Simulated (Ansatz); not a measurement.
The system is NaCl.

```
CELL_PARAMETERS angstrom
3.50219 0.00000 0.00000
0.00000 3.50219 0.00000
0.00000 0.00000 3.50219
ATOMIC_POSITIONS crystal
Cl 0.50000 0.50000 0.50000
Na 0.00000 0.00000 0.00000
```

Measurements of this composition are mostly on another form, of space group No. 225.

* Program: Ansatz 0.2.0
* Task: relaxation of cell and atoms
* Functional: PBE
* Dispersion: D3(BJ)
* Potentials or basis: Ansatz PAW
* Cutoff: 420 eV (not typed: the program's choice for these potentials)
* k mesh: 8 × 8 × 8
* Occupations: fermi-dirac, width 0.05 eV
* Spin: no spin polarisation

At the start: volume 21.48 Å³/atom.

**Question.** Where does the relaxation end?

**Answer.** It ends after 5 steps and the volume is 20.25 Å³/atom (-5.7 %); space group Pm-3m (No. 221, to 0.05 Å).

Step by step:
```tsv
step	energy change (eV)	largest force (eV/Å)	volume (Å³)
1	0.0000	0.0000	42.96
2	-0.0105	0.0000	41.49
3	-0.0127	0.0000	40.38
4	-0.0127	0.0000	40.50
5	-0.0126	0.0000	40.50
```

Final structure:
```xyz
2
Lattice="3.4341 0.0000 0.0000 0.0000 3.4341 0.0000 0.0000 0.0000 3.4341" Properties=species:S:1:pos:R:3 pbc="T T T"
Cl    1.7170    1.7170    1.7170
Na    0.0000    0.0000    0.0000
```

Caveat: the plane-wave basis is chosen anew once the cell has moved, so the energies of steps on either side of that aren't comparable.
